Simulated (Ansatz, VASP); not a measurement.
**InSe: VASP beside Ansatz**

One calculation is typed for both programs; each brings its own data sets. How far apart do they land? The structure shown is the start of the Ansatz relaxation below; VASP solves that cell, so the two are compared at the walk's first step.

Program: Ansatz 0.2.0. Level of theory: plane waves, with VASP 6.6.1 beside it; single point at r2SCAN. Results are calculated unless marked as measured.

## (1) Starting point

The cell holds 4 atoms: 2 Se and 2 In. Its edges and angles: a = 4.000 Å, b = 4.000 Å, c = 21.358 Å, α = 90.0°, β = 90.0°, γ = 120.0°. It derives from InSe. Vacuum lies along c.

Coordinates:

```cif
data_structure
_symmetry_space_group_name_H-M 'P 1'
_symmetry_Int_Tables_number 1
_cell_length_a 4.0000
_cell_length_b 4.0000
_cell_length_c 21.3577
_cell_angle_alpha 90.000
_cell_angle_beta 90.000
_cell_angle_gamma 120.000
_cell_volume 295.94
loop_
_atom_site_label
_atom_site_type_symbol
_atom_site_fract_x
_atom_site_fract_y
_atom_site_fract_z
_atom_site_occupancy
Se1 Se 0.33333 0.66667 0.62543 1
Se2 Se 0.33333 0.66667 0.37457 1
In3 In 0.66667 0.33333 0.56611 1
In4 In 0.66667 0.33333 0.43405 1
```

## (2) Ansatz: relaxation, r2SCAN

Ansatz runs on its default PAW (the set named soft_2) files.

The two programs are compared at the cell with which this relaxation starts, whose forces are those of its first step.

The input, input.yaml:

```yaml
crystal:
  lattice:
    - [4.0, 0.0, 0.0]
    - [-2.0, 3.464101615, 0.0]
    - [0.0, 0.0, 21.357712]
  atoms:
    - { symbol: Se, position: [0.333333333, 0.666666667, 0.625428042] }
    - { symbol: In, position: [0.666666667, 0.333333333, 0.566112512] }
    - { symbol: In, position: [0.666666667, 0.333333333, 0.434045557] }
    - { symbol: Se, position: [0.333333333, 0.666666667, 0.374571958] }
kpoints:
  mp_grid: { grid: [12, 12, 1] }
scf:
  occupations: { method: fermi_dirac, width: 0.02 }
  n_extra_bands: 8
hamiltonian:
  xc: r2scan
  pseudopotentials: { kind: paw }
output:
  forces: true
  write_potential: true
  volumetric_format: []
relax:
  f_tol: 0.01
  max_steps: 40
  cell: { fix: [c, alpha, beta] }
```

Started as:

```
$ ansatz run input.yaml --threads 4 --pin off --max-ram 8192MiB --backend cpu --events-out ev --progress --plain --runs-dir out
```

Numbers of over 12 decimals in the logs are rounded to 6 here.

The program printed:

```text
scf.n_extra_bands = 8 over 29 filled bands (N_el = 58.0): the run solves 37 bands
Engine: ansatz 0.2.0, aarch64-unknown-linux-gnu
Pseudopotentials: kind: paw
Pseudopotential: Se, paw, valence charge 16, recommended cutoff 500 eV (meta_gga), Se.paw.azcp
Pseudopotential: In, paw, valence charge 13, recommended cutoff 500 eV (meta_gga), In.paw.azcp
Functional definition: r2SCAN
  parameter k0 = 0.174
  parameter k1 = 0.065
  parameter a1 = 4.9479
  exchange = r2scan_x(k0 = k0, k1 = k1, a1 = a1)
  correlation = r2scan_c
Crystal: 4 atoms, lattice volume = 295.941 Å³
Basis set: ecut = 500 eV, 7571 PW (Γ), exchange–correlation on 120×120×640 points (64 copies of the dense FFT grid, shifted against one another)
Bands: 37, of which v1, the nominal top of the filled ones, is band 29 counted from 1 (28 counted from 0)
Symmetry: 6 space group operations
Space group: P3m1 (ITA 156), of the structure as read, at distance tolerance 6.7e-5 Å
k-points: 19 of 144 (time reversal used)
Non-local potential: Se, projectors of the file, l = 0: 2, l = 1: 2, l = 2: 3, l = 3: 1
Non-local potential: In, projectors of the file, l = 0: 2, l = 1: 2, l = 2: 2, l = 3: 2
PAW form: soft (Blöchl's): semilocal exchange-correlation on the pseudo side does not see the compensation charge
PAW frozen core: Se, regenerated for the run's functional (the file was generated under x = pbe(κ = 0.804, μ = 0.219515), c = pbe(β = 0.066725))
PAW frozen core: In, regenerated for the run's functional (the file was generated under x = pbe(κ = 0.804, μ = 0.219515), c = pbe(β = 0.066725))
PAW one-centre angular grid: Se, 590 points (default); XC on 160 Gauss nodes
PAW one-centre angular grid: In, 590 points (default); XC on 289 of its mesh's 2783 points in the sphere
Initial density: superposition of atomic densities (neutral atoms: chi_scale 0, normalization atom), corrected by the library's trained network
Initial wavefunctions: pseudopotential atomic-orbital guess
Functional: x = r2scan, c = r2scan; τ floored in thin density (d = 2e-4 eV/Å³)
SCF iter   1: F=—  HF=-22182.535508 eV  |F-HF|=—  |Δ(HF+E_count)|=         —  Δρ=3.44e-3  dr2=2.37e-2  dr2_τ=1.59e-2  ethr=1.77e-3  ⟨swp⟩=8.3  Hψ=3498  notcnv=0  defer=2
preconditioner: auto → Resta (q_TF=auto, 2.079 Å⁻¹)  ε∞=1.7  [insulator: Δε(μ)=2.040 eV  Ē_g=15.383 eV  σ=0.020 eV  W_gap=1.00  n_scr=56 (ndim 8)  ℏωp=13.3 eV  f_vac=0.602  D(μ)=0.00/eV (n_scr^D=0)  ε∞_Penn≈1.7  vacuum switching on, ρ_ref=1.7e-2 e/Å³]
SCF iter   2: F=—  HF=-22182.552314 eV  |F-HF|=—  |Δ(HF+E_count)|=   1.68e-2  Δρ=1.32e-3  dr2=3.42e-3  dr2_τ=1.77e-4  ethr=4.09e-5  ⟨swp⟩=3.2  Hψ=1408  notcnv=0  defer=59
SCF iter   3: F=—  HF=-22182.553663 eV  |F-HF|=—  |Δ(HF+E_count)|=   1.35e-3  Δρ=4.16e-4  dr2=7.72e-4  dr2_τ=1.98e-5  ethr=5.90e-6  ⟨swp⟩=2.2  Hψ=1091  notcnv=0  defer=59
SCF iter   4: F=—  HF=-22182.553888 eV  |F-HF|=—  |Δ(HF+E_count)|=   2.25e-4  Δρ=1.72e-4  dr2=3.43e-4  dr2_τ=5.34e-6  ethr=1.33e-6  ⟨swp⟩=3.0  Hψ=1217  notcnv=0  defer=59
SCF iter   5: F=—  HF=-22182.553859 eV  |F-HF|=—  |Δ(HF+E_count)|=   2.91e-5  Δρ=4.82e-5  dr2=1.92e-5  dr2_τ=3.06e-7  ethr=5.91e-7  ⟨swp⟩=2.0  Hψ=753  notcnv=0  defer=59
SCF iter   6: F=—  HF=-22182.553929 eV  |F-HF|=—  |Δ(HF+E_count)|=   6.95e-5  Δρ=2.61e-5  dr2=8.90e-6  dr2_τ=1.07e-7  ethr=3.32e-8  ⟨swp⟩=2.0  Hψ=748  notcnv=0  defer=59
SCF iter   7: F=—  HF=-22182.553929 eV  |F-HF|=—  |Δ(HF+E_count)|=   4.96e-8  Δρ=1.19e-5  dr2=1.09e-6  dr2_τ=1.09e-8  ethr=1.54e-8  ⟨swp⟩=1.5  Hψ=655  notcnv=0  defer=59
SCF iter   8: F=-22182.553929 eV  HF=-22182.553929 eV  |F-HF|=2.56e-8  |Δ(HF+E_count)|=   3.49e-7  Δρ=3.54e-6  dr2=6.73e-8  dr2_τ=1.24e-9  ethr=1.72e-10  ⟨swp⟩=8.1  Hψ=4850  notcnv=0
SCF 1 converged in 8 iterations: F = -22182.553929 eV  dr2 = 6.73e-8
  greatest PAW one-centre occupation: 1.000 electrons in one spin orbital (limit 2), on the Se atom at site 0 (counted from 0), in its partial waves of l = 2
relax step   1: F+E_penalty+E_count = -22182.55392897 eV  Δ(F+E_penalty+E_count) = +0.000e0 eV  max|allowed force component| = 2.374e-1 eV/Å  Δτ_max = 0.0000 Å  P = +0.277 GPa  Ω = 295.941 Å³  fix = [c, alpha, beta]  reactions: c -0.060 GPa  (8 SCF iters, dr2 threshold 1.00e-7 eV, accepted)
Crystal: 4 atoms, lattice volume = 301.198 Å³
Basis set: ecut = 500 eV, 7715 PW (Γ), exchange–correlation on 120×120×640 points (64 copies of the dense FFT grid, shifted against one another)
Initial density: handed on by an earlier stage of this run
Initial wavefunctions: those handed on with the density
iter 1 solved again at ethr=1.89e-5 eV; its pass at ethr=3.10e-3 eV (dr2=1.10e-2 eV) is discarded
SCF iter   1: F=—  HF=-22182.409999 eV  |F-HF|=—  |Δ(HF+E_count)|=         —  Δρ=2.36e-3  dr2=1.10e-2  dr2_τ=1.42e-1  ethr=1.89e-5  ⟨swp⟩=2.7  Hψ=3685  notcnv=0
[...]
SCF iter   4: F=—  HF=-22182.562262 eV  |F-HF|=—  |Δ(HF+E_count)|=   1.86e-5  Δρ=1.72e-6  dr2=1.43e-8  dr2_τ=1.75e-9  ethr=9.07e-11  ⟨swp⟩=3.0  Hψ=1371  notcnv=0  defer=2
SCF iter   5: F=—  HF=-22182.562270 eV  |F-HF|=—  |Δ(HF+E_count)|=   7.43e-6  Δρ=9.00e-7  dr2=1.08e-8  dr2_τ=4.38e-10  ethr=2.47e-11  ⟨swp⟩=3.1  Hψ=1319  notcnv=0  defer=2
SCF iter   6: F=—  HF=-22182.562272 eV  |F-HF|=—  |Δ(HF+E_count)|=   2.40e-6  Δρ=3.77e-7  dr2=3.79e-9  dr2_τ=4.96e-11  ethr=1.87e-11  ⟨swp⟩=3.0  Hψ=1074  notcnv=0  defer=2
SCF iter   7: F=—  HF=-22182.562272 eV  |F-HF|=—  |Δ(HF+E_count)|=   8.81e-9  Δρ=1.85e-7  dr2=5.48e-10  dr2_τ=1.19e-11  ethr=6.53e-12  ⟨swp⟩=2.2  Hψ=876  notcnv=0  defer=2
iter 8 met the thresholds in force, and the SCF goes on: an eigenvalue changes by 3.72 meV, over its tolerance of 1.02 meV (output.eigenvalues, Limitations)
SCF iter   8: F=-22182.562272 eV  HF=-22182.562272 eV  |F-HF|=7.09e-10  |Δ(HF+E_count)|=   5.94e-9  Δρ=5.11e-8  dr2=3.13e-11  dr2_τ=3.85e-13  ethr=1.00e-12  ⟨swp⟩=8.4  Hψ=4030  notcnv=0
iter 9 met the thresholds in force, and the SCF goes on: an eigenvalue changes by 2.80 meV, over its tolerance of 1.00 meV (output.eigenvalues, Limitations)
SCF iter   9: F=-22182.562272 eV  HF=-22182.562272 eV  |F-HF|=3.64e-11  |Δ(HF+E_count)|=  6.66e-10  Δρ=1.27e-8  dr2=4.39e-13  dr2_τ=6.35e-14  ethr=1.00e-12  ⟨swp⟩=5.8  Hψ=3321  notcnv=0
Mixer restart at iter 9: flushing history
SCF iter  10: F=-22182.562272 eV  HF=-22182.562272 eV  |F-HF|=1.09e-11  |Δ(HF+E_count)|=  3.27e-11  Δρ=5.56e-9  dr2=1.83e-13  dr2_τ=9.96e-15  ethr=1.00e-12  ⟨swp⟩=5.8  Hψ=2819  notcnv=0
SCF 5 converged in 10 iterations: F = -22182.562272 eV  dr2 = 1.83e-13
relax step   5: F+E_penalty+E_count = -22182.56227198 eV  Δ(F+E_penalty+E_count) = -1.558e-4 eV  max|allowed force component| = 7.125e-3 eV/Å  Δτ_max = 0.0000 Å  P = -0.013 GPa  Ω = 301.424 Å³  fix = [c, alpha, beta]  reactions: c -0.014 GPa  stress off target by 1.20e-2 GPa on what of the cell is left free  SCF on the basis re-selected at this cell (its energy is not comparable with the rows above)  (10 SCF iters)
basis re-selected at this cell: Δ(F+E_penalty+E_count) = -1.558e-4 eV, ΔP = +0.001 GPa vs the last step (what re-selecting the basis moved, of the pressure what is left beyond the Pulay correction that the steps carried, after the strain that the cell walked since its last selection, with what the two solves' SCF thresholds leave and, on support functions, any second-order correction that the steps lacked; it is no m [...]
WARN: The output density's exchange-correlation potential varies sharply where the density is thin. Do not read a vacuum level from v_tot or v_xc, or from such a field of the output density. On a cell that repeats whose density bears no net charge and no dipole along the vacuum's axis use v_es (v_loc + v_h of the components); under efield.dipole_correction with no amplitude use v_es + v_field, which holds any externa [...]
SCF converged after 10 iterations
an eigenvalue changed by more than its tolerance at an iteration that met the thresholds in force, so the SCF went on 2 times, its first undamped step at iteration 9: the last check found none over its tolerance
Free energy (F): -22182.562272 eV
Harris-Foulkes:  -22182.562272 eV  (|F-HF|=1.09e-11)
Internal energy: -22182.562272 eV  (E = F + TS)
E sigma→0 (E₀):  -22182.562272 eV
Fermi energy:    -0.350078 eV
--- Per-component energies (eV) ---
  E_band       = -1398.105872
  E_kinetic    = 722.168128
  E_local      = -39201.823836  (includes V_loc(G=0)·N_el)
  E_nonlocal   = -454.831239
  E_hartree    = 19073.872446
  E_xc         = -597.331748
  E_vxc        = -423.664645  (∫ρ·V_xc dr)
  E_paw        = -12219.814048  (= ΣΔE_a)
  E_vpaw       = -213.223430  (= ΣTr[D̂ρ^β])
  E_aug_tail   = -0.000400  (compensation charges beyond the density's cutoff)
  E_vtau       = 25.524656  (kinetic-family band-sum trace: ∫τ·v_τ [+ j·A + Jᵃ·Aᵃ] dr)
  E_ewald      = 10496.796873
  E_core_change = -1.598449  (= ΣΔE_core)
  E_smearing   = -0.000000  (= −TS)
  E_closure    = -0.000000  (closes the sum)
  Σ components = -22182.562272   (vs F -22182.562272, Δ=0.00e0)
--- Forces (eV/Å), atoms counted from 1 ---
  atom   1  Se    -0.00000000    -0.00000000    -0.00165736
  atom   2  In     0.00000000     0.00000000    -0.00636479
  atom   3  In     0.00000000     0.00000000     0.00712516
  atom   4  Se    -0.00000000    -0.00000000     0.00089683
  max |Σ_I F_I| component: 1.67e-7 eV/Å
--- Stress (GPa, compression-positive) ---
       -0.012014      -0.000000      -0.000000
       -0.000000      -0.012014      -0.000000
       -0.000000      -0.000000      -0.013644
  P = ⅓ Tr σ = -0.0126 GPa (-0.126 kbar)
--- Band table (eV; the first three rows and the last of 19) ---
  k-point 0: bands = [... 25 lower, -1.9820, -1.9033, -1.9033, -1.4097, 0.5938, 1.8742, 3.9830, 3.9830, ... 4 higher]
  k-point 1: bands = [... 25 lower, -2.2865, -2.0702, -1.9812, -1.3657, 0.9508, 2.2451, 3.5875, 4.0588, ... 4 higher]
  k-point 2: bands = [... 25 lower, -2.9094, -2.2952, -2.1813, -1.3537, 1.5096, 2.4601, 3.4140, 4.2104, ... 4 higher]
  k-point 18: bands = [... 25 lower, -4.2886, -3.1976, -2.7334, -2.4929, 1.4609, 2.1466, 3.0659, 4.1506, ... 4 higher]
--- Relaxed structure (4 steps of the walk, 3 accepted, 1 SCFs on fresh bases) ---
  F+E_penalty+E_count = -22182.56227198 eV   max|allowed force component| = 7.125e-3 eV/Å   (the final SCF, on the basis selected at the relaxed cell)
  cell:  # Å, volume = 301.4244 Å³
    - [4.036886, 1.3650629659167016e-18, 0]
    - [-2.018443, 3.496046, 0]
    - [0, 0, 21.357712]
  atoms:
    - { symbol: Se, position: [0.333333, 0.666667, 0.624669] }
    - { symbol: In, position: [0.666667, 0.333333, 0.565537] }
    - { symbol: In, position: [0.666667, 0.333333, 0.434540] }
    - { symbol: Se, position: [0.333333, 0.666667, 0.375412] }
```

(Continued in part 2 of 2.)

[Lines on the potential files, build, host, timing and source positions are cut from VASP's logs without a mark.]

[Logs are printed without paths, hosts, clocks, repeated set-up lines and the standing remarks that a program may print on its own settings, such as how far it seeks lower states.]

[Hosts, paths, dates, database ids (printed as entryN), source tags and the programs' standing remarks are cut or masked in the printed files.]
